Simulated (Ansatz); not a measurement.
**In3Sb: convergence and cost**

Aim, for In3Sb: sweep the k-point mesh.

Computed with Ansatz 0.2.0 (DFT r2SCAN, scalar-relativistic, plane waves, PAW, unless a step's input says otherwise).

1 further run of the same task is left out (set aside as unsound or not needed). Runs told in other sessions of the task aren't counted.

### 1 The starting structure

The structure is cubic, space group Pm-3m (No. 221). Conventional cell: a = 4.837 Å, b = 4.837 Å, c = 4.837 Å, α = 90.00°, β = 90.00°, γ = 90.00°. In (site symmetry 4/mmm) is surrounded by 8 In at 3.42 Å and 4 Sb at 3.42 Å. Sb (site symmetry m-3m) is surrounded by 12 In at 3.42 Å.

Structure file:

```
CELL_PARAMETERS angstrom
4.83696 0.00000 0.00000
0.00000 4.83696 0.00000
0.00000 0.00000 4.83696
ATOMIC_POSITIONS crystal
In 0.50000 0.50000 0.00000
In 0.50000 0.00000 0.50000
In 0.00000 0.50000 0.50000
Sb 0.00000 0.00000 0.00000
```

Source of the structure: the Materials Project (structure only). It is taken as it stands there.

### 2 The base run, which the others are set against

File input.yaml:

```yaml
crystal:
  lattice:
    - [4.836962, 0.0, 0.0]
    - [0.0, 4.836962, 0.0]
    - [0.0, 0.0, 4.836962]
  atoms:
    - { symbol: In, position: [0.5, 0.5, 0.0] }
    - { symbol: In, position: [0.5, 0.0, 0.5] }
    - { symbol: In, position: [0.0, 0.5, 0.5] }
    - { symbol: Sb, position: [0.0, 0.0, 0.0] }
basis:
  ecutwfc: 500
kpoints:
  mp_grid: { grid: [10, 10, 10] }
hamiltonian:
  xc: r2scan
scf:
  occupations: { method: gaussian, width: 0.1 }
output:
  forces: true
  stress: true
  eigenvalues: true
  populations: true
  write_density: true
  write_potential: true
  elf: true
  volumetric_format: npy
```

Its results, from an earlier run: -5833.5876 eV/atom at zero smearing, pressure -1.21 GPa, largest force 0.000 eV/Å, no gap on the mesh, in 8 SCF cycles and 74 s.

### 3 K-point mesh set to 1×1×1

input.yaml: that of step 2 with these lines changed.

```diff
@@ -13,3 +13,3 @@
 kpoints:
-  mp_grid: { grid: [10, 10, 10] }
+  mp_grid: { grid: [1, 1, 1] }
 hamiltonian:
@@ -22,6 +22 @@
   eigenvalues: true
-  populations: true
-  write_density: true
-  write_potential: true
-  elf: true
-  volumetric_format: npy
```

Command:

```
> ansatz run input.yaml --threads 1 --pin off --max-ram 2560MiB --backend cpu --events-out ev --progress --plain --runs-dir out
```

The program printed:

```text
Warning: RAYON_NUM_THREADS=1 ignored (pool sized by the plan → 1); use --threads N
Engine: ansatz 0.2.0, x86_64-unknown-linux-gnu
Pseudopotentials: kind: paw
Pseudopotential: In, paw, valence charge 13, recommended cutoff 500 eV (meta_gga), In.paw.azcp
Pseudopotential: Sb, paw, valence charge 15, recommended cutoff 500 eV (meta_gga), Sb.paw.azcp
Functional definition: r2SCAN
  parameter k0 = 0.174
  parameter k1 = 0.065
  parameter a1 = 4.9479
  exchange = r2scan_x(k0 = k0, k1 = k1, a1 = a1)
  correlation = r2scan_c
Crystal: 4 atoms, lattice volume = 113.167 Å³
Basis set: ecut = 500 eV, 2897 PW (Γ), exchange–correlation on 144×144×144 points (64 copies of the dense FFT grid, shifted against one another)
Bands: 33, of which v1, the nominal top of the filled ones, is band 27 counted from 1 (26 counted from 0)
Symmetry: 48 space group operations
Space group: Pm-3m (ITA 221), of the structure as read, at distance tolerance 4.8e-5 Å
k-points: 1
Non-local potential: In, projectors of the file, l = 0: 2, l = 1: 2, l = 2: 2, l = 3: 2
Non-local potential: Sb, projectors of the file, l = 0: 2, l = 1: 2, l = 2: 2, l = 3: 2
PAW form: soft (Blöchl's): semilocal exchange-correlation on the pseudo side does not see the compensation charge
PAW frozen core: In, regenerated for the run's functional (the file was generated under x = pbe(κ = 0.804, μ = 0.2195149727645171), c = pbe(β = 0.06672455060314922))
PAW frozen core: Sb, regenerated for the run's functional (the file was generated under x = pbe(κ = 0.804, μ = 0.2195149727645171), c = pbe(β = 0.06672455060314922))
PAW one-centre angular grid: In, 590 points (default); XC on 289 of its mesh's 2783 points in the sphere
PAW one-centre angular grid: Sb, 590 points (default); XC on 160 Gauss nodes
Initial density: superposition of atomic densities (neutral atoms: chi_scale 0, normalization atom), corrected by the library's trained network
Initial wavefunctions: pseudopotential atomic-orbital guess
Functional: x = r2scan, c = r2scan; τ floored in thin density (d = 2e-4 eV/Å³)
SCF iter   1: F=—  HF=-23334.258899 eV  |F-HF|=—  |Δ(HF+E_count)|=         —  Δρ=1.02e-2  dr2=2.31e-1  dr2_τ=2.25e-3  ethr=1.77e-3  ⟨swp⟩=8.0  Hψ=144  notcnv=0
preconditioner: auto → Resta (q_TF=auto, 2.412 Å⁻¹)  ε∞=3.4  [insulator: Δε(μ)=4.716 eV  Ē_g=14.972 eV  σ=0.100 eV  W_gap=1.00  n_scr=26 (ndim 8)  ℏωp=23.2 eV  f_vac=0.000  D(μ)=0.00/eV (n_scr^D=0)  ε∞_Penn≈3.4]
SCF iter   2: F=—  HF=-23334.304449 eV  |F-HF|=—  |Δ(HF+E_count)|=   4.56e-2  Δρ=6.68e-3  dr2=8.55e-2  dr2_τ=4.85e-4  ethr=4.27e-4  ⟨swp⟩=3.0  Hψ=65  notcnv=0  defer=1
SCF iter   3: F=—  HF=-23334.329133 eV  |F-HF|=—  |Δ(HF+E_count)|=   2.47e-2  Δρ=2.01e-3  dr2=8.88e-3  dr2_τ=1.45e-4  ethr=1.58e-4  ⟨swp⟩=3.0  Hψ=59  notcnv=0  defer=1
SCF iter   4: F=—  HF=-23334.331212 eV  |F-HF|=—  |Δ(HF+E_count)|=   2.08e-3  Δρ=4.01e-4  dr2=1.23e-4  dr2_τ=4.20e-6  ethr=1.64e-5  ⟨swp⟩=2.0  Hψ=54  notcnv=0  defer=1
SCF iter   5: F=—  HF=-23334.331319 eV  |F-HF|=—  |Δ(HF+E_count)|=   1.07e-4  Δρ=1.27e-4  dr2=3.14e-5  dr2_τ=1.44e-7  ethr=2.28e-7  ⟨swp⟩=2.0  Hψ=59  notcnv=0  defer=1
SCF iter   6: F=—  HF=-23334.331324 eV  |F-HF|=—  |Δ(HF+E_count)|=   4.63e-6  Δρ=3.14e-5  dr2=1.22e-6  dr2_τ=2.17e-8  ethr=5.82e-8  ⟨swp⟩=2.0  Hψ=59  notcnv=0  defer=1
SCF iter   7: F=-23334.331325 eV  HF=-23334.331325 eV  |F-HF|=3.06e-8  |Δ(HF+E_count)|=   1.67e-6  Δρ=5.37e-6  dr2=5.26e-8  dr2_τ=1.33e-9  ethr=1.85e-10  ⟨swp⟩=9.0  Hψ=154  notcnv=0
SCF 1 converged in 7 iterations: F = -23334.331325 eV  dr2 = 5.26e-8
SCF converged after 7 iterations
Free energy (F): -23334.331325 eV
Harris-Foulkes:  -23334.331325 eV  (|F-HF|=3.06e-8)
Internal energy: -23334.331325 eV  (E = F + TS)
E sigma→0 (E₀):  -23334.331325 eV
Fermi energy:    9.572688 eV
--- Per-component energies (eV) ---
  E_band       = -288.467900
  E_kinetic    = 928.064792
  E_local      = -4874.066961  (includes V_loc(G=0)·N_el)
  E_nonlocal   = 1457.999198
  E_hartree    = 2005.825989
  E_xc         = -736.762191
  E_vxc        = -431.691389  (∫ρ·V_xc dr)
  E_paw        = -17133.613335  (= ΣΔE_a)
  E_vpaw       = -1410.760572  (= ΣTr[D̂ρ^β])
  E_aug_tail   = 0.000022  (compensation charges beyond the density's cutoff)
  E_vtau       = 30.329671  (kinetic-family band-sum trace: ∫τ·v_τ [+ j·A + Jᵃ·Aᵃ] dr)
  E_ewald      = -4985.181514
  E_core_change = 3.402675  (= ΣΔE_core)
  E_smearing   = -0.000000  (= −TS)
  E_closure    = -0.000000  (closes the sum)
  Σ components = -23334.331325   (vs F -23334.331325, Δ=0.00e0)
--- Forces (eV/Å), atoms counted from 1 ---
  atom   1  In     0.00000000     0.00000000    -0.00000000
  atom   2  In     0.00000000    -0.00000000     0.00000000
  atom   3  In    -0.00000000    -0.00000000     0.00000000
  atom   4  Sb    -0.00000000    -0.00000000     0.00000000
  max |Σ_I F_I| component: 1.55e-25 eV/Å
--- Stress (GPa, compression-positive) ---
        4.636363      -0.000000       0.000000
       -0.000000       4.636363       0.000000
       -0.000000       0.000000       4.636363
  P = ⅓ Tr σ = 4.6364 GPa (46.364 kbar)
--- Band table (eV) ---
  k-point 0: bands = ["-20.3373", "-20.3373", "-20.3338", "-20.3338", "-20.3338", "-5.5671", "-5.5258", "-5.5258", "-5.5258", "-5.3133", "-5.3133", "-5.2478", "-5.2478", "-5.2011", "-5.2011", "-5.2011", "-5.1053", "-5.1053", "-5.1053", "-5.0573", "-1.3812", "4.0914", "6.4848", "6.4848", "6.4848", "7.2604", "7.2604", "11.8859", "11.8859", "11.8859", "13.6822", "13.6822", "13.6822"]
```

Wall time 6.7 s (1 thread of Intel Xeon at 2.50GHz (Skylake/Cascade Lake), shared host); peak memory 0.52 GiB.

Result: -5833.5828 eV/atom at zero smearing, pressure 4.64 GPa and a gap of 4.63 eV on the mesh.

### 4 K-point mesh: 2×2×2

input.yaml: that of step 3 with these lines changed.

```diff
@@ -13,3 +13,3 @@
 kpoints:
-  mp_grid: { grid: [1, 1, 1] }
+  mp_grid: { grid: [2, 2, 2] }
 hamiltonian:
```

Command:

```
> ansatz run input.yaml --threads 1 --pin off --max-ram 2560MiB --backend cpu --events-out ev --progress --plain --runs-dir out
```

The program printed, cut to the lines that bear on the results:

```text
[...]
SCF converged after 6 iterations
Free energy (F): -23333.023561 eV
[...]
E sigma→0 (E₀):  -23333.012481 eV
Entropy (-TS):   -0.022160 eV (-5.540 meV/atom)
Fermi energy:    9.552935 eV
[...]
--- Forces (eV/Å), atoms counted from 1 ---
  atom   1  In    -0.00000000     0.00000000     0.00000000
  atom   2  In    -0.00000000     0.00000000    -0.00000000
  atom   3  In    -0.00000000     0.00000000     0.00000000
  atom   4  Sb    -0.00000000    -0.00000000     0.00000000
[...]
--- Stress (GPa, compression-positive) ---
       -1.591353       0.000000       0.000000
       -0.000000      -1.591353       0.000000
        0.000000       0.000000      -1.591353
  P = ⅓ Tr σ = -1.5914 GPa (-15.914 kbar)
--- Band table (eV) ---
[...]
```

Run time: 8.8 s. Hardware: 1 thread of Intel Xeon at 2.50GHz (Skylake/Cascade Lake), shared host; peak memory 0.55 GiB.

Read-out: -5833.2531 eV/atom at zero smearing, pressure -1.59 GPa and no gap on the mesh.

### 5 K-point mesh: 4×4×4

input.yaml: that of step 4 with these lines changed.

```diff
@@ -13,3 +13,3 @@
 kpoints:
-  mp_grid: { grid: [2, 2, 2] }
+  mp_grid: { grid: [4, 4, 4] }
 hamiltonian:
```

Command:

```
> ansatz run input.yaml --threads 1 --pin off --max-ram 2560MiB --backend cpu --events-out ev --progress --plain --runs-dir out
```

The program printed, cut to the lines that bear on the results:

```text
Warning: RAYON_NUM_THREADS=1 ignored (pool sized by the plan → 1); use --threads N
[...]
[... 4 set-up lines as earlier in the session ...]
[...]
Crystal: 4 atoms, lattice volume = 113.167 Å³
Basis set: ecut = 500 eV, 2897 PW (Γ), exchange–correlation on 144×144×144 points (64 copies of the dense FFT grid, shifted against one another)
Bands: 33, of which v1, the nominal top of the filled ones, is band 27 counted from 1 (26 counted from 0)
[... 2 set-up lines as earlier in the session ...]
k-points: 10 of 64
[...]
SCF iter   1: F=—  HF=-23334.286400 eV  |F-HF|=—  |Δ(HF+E_count)|=         —  Δρ=7.13e-3  dr2=3.06e-2  dr2_τ=1.99e-3  ethr=1.77e-3  ⟨swp⟩=7.4  Hψ=1512  notcnv=0  defer=2
[...]
SCF iter   8: F=-23334.294144 eV  HF=-23334.294144 eV  |F-HF|=1.37e-8  |Δ(HF+E_count)|=   1.35e-7  Δρ=3.58e-6  dr2=1.76e-8  dr2_τ=1.51e-10  ethr=1.85e-10  ⟨swp⟩=9.2  Hψ=1405  notcnv=0
[...]
SCF converged after 8 iterations
Free energy (F): -23334.294144 eV
[...]
E sigma→0 (E₀):  -23334.281865 eV
Entropy (-TS):   -0.024557 eV (-6.139 meV/atom)
Fermi energy:    9.716620 eV
[...]
--- Forces (eV/Å), atoms counted from 1 ---
  atom   1  In     0.00000000    -0.00000000    -0.00000000
  atom   2  In     0.00000000    -0.00000000     0.00000000
  atom   3  In     0.00000000     0.00000000     0.00000000
  atom   4  Sb     0.00000000    -0.00000000    -0.00000000
[...]
--- Stress (GPa, compression-positive) ---
       -1.884366       0.000000       0.000000
        0.000000      -1.884366      -0.000000
        0.000000      -0.000000      -1.884366
  P = ⅓ Tr σ = -1.8844 GPa (-18.844 kbar)
--- Band table (eV; the first three rows and the last of 10) ---
[...]
```

It took 15 s on 1 thread of Intel Xeon at 2.50GHz (Skylake/Cascade Lake), shared host; peak memory 0.59 GiB.

Read-out: -5833.5705 eV/atom at zero smearing, pressure -1.88 GPa and no gap on the mesh.

### 6 K-point mesh: 6×6×6

input.yaml: that of step 5 with these lines changed.

```diff
@@ -13,3 +13,3 @@
 kpoints:
-  mp_grid: { grid: [4, 4, 4] }
+  mp_grid: { grid: [6, 6, 6] }
 hamiltonian:
```

Command:

```
> ansatz run input.yaml --threads 1 --pin off --max-ram 2560MiB --backend cpu --events-out ev --progress --plain --runs-dir out
```

The program printed, cut to the lines that bear on the results:

```text
Warning: RAYON_NUM_THREADS=1 ignored (pool sized by the plan → 1); use --threads N
[...]
[... 4 set-up lines as earlier in the session ...]
[...]
Crystal: 4 atoms, lattice volume = 113.167 Å³
Basis set: ecut = 500 eV, 2897 PW (Γ), exchange–correlation on 144×144×144 points (64 copies of the dense FFT grid, shifted against one another)
Bands: 33, of which v1, the nominal top of the filled ones, is band 27 counted from 1 (26 counted from 0)
[... 2 set-up lines as earlier in the session ...]
k-points: 20 of 216
[...]
SCF iter   1: F=—  HF=-23334.364232 eV  |F-HF|=—  |Δ(HF+E_count)|=         —  Δρ=6.72e-3  dr2=3.12e-2  dr2_τ=1.73e-3  ethr=1.77e-3  ⟨swp⟩=7.5  Hψ=2981  notcnv=0  defer=2
[...]
SCF iter   8: F=-23334.375536 eV  HF=-23334.375536 eV  |F-HF|=7.60e-9  |Δ(HF+E_count)|=   6.03e-8  Δρ=2.45e-6  dr2=1.01e-8  dr2_τ=6.36e-11  ethr=1.85e-10  ⟨swp⟩=9.4  Hψ=2860  notcnv=0
[...]
SCF converged after 8 iterations
Free energy (F): -23334.375536 eV
[...]
E sigma→0 (E₀):  -23334.370575 eV
Entropy (-TS):   -0.009922 eV (-2.480 meV/atom)
Fermi energy:    9.421688 eV
[...]
--- Forces (eV/Å), atoms counted from 1 ---
  atom   1  In     0.00000000    -0.00000000     0.00000000
  atom   2  In     0.00000000    -0.00000000    -0.00000000
  atom   3  In     0.00000000     0.00000000     0.00000000
  atom   4  Sb    -0.00000000     0.00000000     0.00000000
[...]
--- Stress (GPa, compression-positive) ---
       -1.037254       0.000000       0.000000
        0.000000      -1.037254       0.000000
        0.000000       0.000000      -1.037254
  P = ⅓ Tr σ = -1.0373 GPa (-10.373 kbar)
--- Band table (eV; the first three rows and the last of 20) ---
[...]
```

Run time: 24 s. Hardware: 1 thread of Intel Xeon at 2.50GHz (Skylake/Cascade Lake), shared host; peak memory 0.62 GiB.

Result: -5833.5926 eV/atom at zero smearing, pressure -1.04 GPa and no gap on the mesh.

### 7 K-point mesh: 8×8×8

input.yaml: that of step 6 with these lines changed.

```diff
@@ -13,3 +13,3 @@
 kpoints:
-  mp_grid: { grid: [6, 6, 6] }
+  mp_grid: { grid: [8, 8, 8] }
 hamiltonian:
```

Command:

```
> ansatz run input.yaml --threads 1 --pin off --max-ram 2560MiB --backend cpu --events-out ev --progress --plain --runs-dir out
```

The program printed, cut to the lines that bear on the results:

```text
[...]
SCF converged after 8 iterations
Free energy (F): -23334.356651 eV
[...]
E sigma→0 (E₀):  -23334.349293 eV
Entropy (-TS):   -0.014717 eV (-3.679 meV/atom)
Fermi energy:    9.439276 eV
[...]
--- Forces (eV/Å), atoms counted from 1 ---
  atom   1  In     0.00000000    -0.00000000     0.00000000
  atom   2  In     0.00000000    -0.00000000     0.00000000
  atom   3  In     0.00000000     0.00000000     0.00000000
  atom   4  Sb    -0.00000000     0.00000000    -0.00000000
[...]
--- Stress (GPa, compression-positive) ---
       -1.421507       0.000000       0.000000
        0.000000      -1.421507       0.000000
        0.000000       0.000000      -1.421507
  P = ⅓ Tr σ = -1.4215 GPa (-14.215 kbar)
--- Band table (eV; the first three rows and the last of 35) ---
[...]
```

Run time: 38 s. Hardware: 1 thread of Intel Xeon at 2.50GHz (Skylake/Cascade Lake), shared host; peak memory 0.65 GiB.

Read-out: -5833.5873 eV/atom at zero smearing, pressure -1.42 GPa and no gap on the mesh.

### 8 K-point mesh: 12×12×12

input.yaml: that of step 7 with these lines changed.

```diff
@@ -13,3 +13,3 @@
 kpoints:
-  mp_grid: { grid: [8, 8, 8] }
+  mp_grid: { grid: [12, 12, 12] }
 hamiltonian:
```

Command:

```
> ansatz run input.yaml --threads 1 --pin off --max-ram 2560MiB --backend cpu --events-out ev --progress --plain --runs-dir out
```

The program printed, cut to the lines that bear on the results:

```text
[...]
SCF converged after 8 iterations
Free energy (F): -23334.363709 eV
[...]
E sigma→0 (E₀):  -23334.357796 eV
Entropy (-TS):   -0.011824 eV (-2.956 meV/atom)
Fermi energy:    9.446682 eV
[...]
--- Forces (eV/Å), atoms counted from 1 ---
  atom   1  In     0.00000000    -0.00000000     0.00000000
  atom   2  In     0.00000000    -0.00000000    -0.00000000
  atom   3  In     0.00000000    -0.00000000    -0.00000000
  atom   4  Sb    -0.00000000    -0.00000000    -0.00000000
[...]
--- Stress (GPa, compression-positive) ---
       -1.321925      -0.000000       0.000000
        0.000000      -1.321925       0.000000
        0.000000       0.000000      -1.321925
  P = ⅓ Tr σ = -1.3219 GPa (-13.219 kbar)
--- Band table (eV; the first three rows and the last of 84) ---
[...]
```

It took 87 s on 1 thread of Intel Xeon at 2.50GHz (Skylake/Cascade Lake), shared host; peak memory 0.76 GiB.

This run gives -5833.5894 eV/atom at zero smearing, pressure -1.32 GPa and no gap on the mesh.

### 9 K-point mesh set to 14×14×14

input.yaml: that of step 8 with these lines changed.

```diff
@@ -13,3 +13,3 @@
 kpoints:
-  mp_grid: { grid: [12, 12, 12] }
+  mp_grid: { grid: [14, 14, 14] }
 hamiltonian:
```

Command:

```
> ansatz run input.yaml --threads 1 --pin off --max-ram 2560MiB --backend cpu --events-out ev --progress --plain --runs-dir out
```

The program printed, cut to the lines that bear on the results:

```text
Warning: RAYON_NUM_THREADS=1 ignored (pool sized by the plan → 1); use --threads N
[...]
[... 4 set-up lines as earlier in the session ...]
[...]
Crystal: 4 atoms, lattice volume = 113.167 Å³
Basis set: ecut = 500 eV, 2897 PW (Γ), exchange–correlation on 144×144×144 points (64 copies of the dense FFT grid, shifted against one another)
Bands: 33, of which v1, the nominal top of the filled ones, is band 27 counted from 1 (26 counted from 0)
[... 2 set-up lines as earlier in the session ...]
k-points: 120 of 2744
[...]
SCF iter   1: F=—  HF=-23334.349014 eV  |F-HF|=—  |Δ(HF+E_count)|=         —  Δρ=6.95e-3  dr2=3.30e-2  dr2_τ=1.78e-3  ethr=1.77e-3  ⟨swp⟩=7.5  Hψ=17998  notcnv=0  defer=13
[...]
SCF iter   8: F=-23334.360351 eV  HF=-23334.360351 eV  |F-HF|=1.44e-8  |Δ(HF+E_count)|=   1.78e-7  Δρ=2.98e-6  dr2=1.39e-8  dr2_τ=7.63e-11  ethr=1.85e-10  ⟨swp⟩=9.9  Hψ=17754  notcnv=0
[...]
SCF converged after 8 iterations
Free energy (F): -23334.360351 eV
[...]
E sigma→0 (E₀):  -23334.354234 eV
Entropy (-TS):   -0.012234 eV (-3.058 meV/atom)
Fermi energy:    9.449044 eV
[...]
--- Forces (eV/Å), atoms counted from 1 ---
  atom   1  In     0.00000000    -0.00000000    -0.00000000
  atom   2  In    -0.00000000    -0.00000000    -0.00000000
  atom   3  In     0.00000000     0.00000000     0.00000000
  atom   4  Sb    -0.00000000    -0.00000000    -0.00000000
[...]
--- Stress (GPa, compression-positive) ---
       -1.305857       0.000000       0.000000
        0.000000      -1.305857       0.000000
        0.000000       0.000000      -1.305857
  P = ⅓ Tr σ = -1.3059 GPa (-13.059 kbar)
--- Band table (eV; the first three rows and the last of 120) ---
[...]
```

Wall time 2 min (1 thread of Intel Xeon at 2.50GHz (Skylake/Cascade Lake), shared host); peak memory 0.84 GiB.

Read-out: -5833.5886 eV/atom at zero smearing, pressure -1.31 GPa and no gap on the mesh.

### 10 The sweep of the k-point mesh side by side

ΔE: energy per atom at zero smearing, less that of the run at 14×14×14. Pressure is positive in compression.

```csv
mesh,ΔE (meV/atom),pressure (GPa),gap on the mesh (eV),irreducible points,SCF cycles,CPU time
1×1×1,5.73,4.64,4.625,1,7,6.6 s
2×2×2,335,-1.59,none,4,6,8.7 s
4×4×4,18.1,-1.88,none,10,8,15 s
6×6×6,-4.09,-1.04,none,20,8,24 s
8×8×8,1.24,-1.42,none,35,8,38 s
10×10×10,0.96,-1.21,none,56,8,74 s
12×12×12,-0.89,-1.32,none,84,8,87 s
14×14×14,0.00,-1.31,none,120,8,2 min
```

The times were taken beside other jobs on the same host; read them as orders of magnitude.

### 11 Outcome

| quantity | value |
| --- | --- |
| k-point mesh: within 10 and 1 meV/atom of 14×14×14 from | 6×6×6 for 10; 10×10×10 for 1 |

What this shows: For the k-point mesh, the energy stays within 1 meV/atom of the reference from 10×10×10 on, at about 0.61 of the reference's time. The reference is only the best run made, not a proven limit. The gaps on the coarsest meshes are artefacts of sampling: the crystal is a metal on the dense ones. The error changes sign along the series, since a k mesh isn't variational, and a metal needs dense meshes to resolve its Fermi surface. These runs have no spin-orbit coupling; with Sb it would split and shift bands.
